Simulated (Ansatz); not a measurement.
**How far is PAW off for ZnSe?**

```
Zn Se
1.0
     0.00000    2.68362    2.68362
     2.68362    0.00000    2.68362
     2.68362    2.68362    0.00000
Zn Se
1 1
Direct
  0.00000 0.00000 0.00000
  0.50000 0.50000 0.50000
```

Atom numbers follow the list: Zn1, Se2.

The cell was built from the rocksalt type and relaxed in the same program, and has space group Fm-3m; it needn't be a known or the stable phase.

Methods: DFT, PBE, PAW with Ansatz's default frozen-core files, scalar-relativistic (Ansatz 0.2.0); DFT, PBE, all-electron LAPW, scalar-relativistic (Ansatz 0.2.0).

For PAW: a Γ-centred 13×13×13 k mesh, Fermi–Dirac smearing of 0.08 eV, cutoff 420 eV, no spin polarisation. LAPW targets a basis error of 0.5 meV/atom. The Ansatz runs share mesh, smearing and spin set-up. Plane-wave (PAW) pressures include the program's estimate of the Pulay term.

Stress and pressure are positive in compression.

Levels count from the Fermi level.

PAW results:

```tsv
quantity	PAW
pressure (GPa)	0.05
highest filled level at Γ (eV)	-0.466
lowest empty level at Γ (eV)	0.706
highest filled level at L (eV)	-0.118
lowest empty level at L (eV)	3.305
highest filled level at X (eV)	-1.001
lowest empty level at X (eV)	5.006
```

Question: What does all-electron LAPW give for the same quantities?

Answer: 
```tsv
quantity	LAPW
pressure (GPa)	0.06
highest filled level at Γ (eV)	-0.464
lowest empty level at Γ (eV)	0.708
highest filled level at L (eV)	-0.119
lowest empty level at L (eV)	3.306
highest filled level at X (eV)	-1.000
lowest empty level at X (eV)	5.003
```
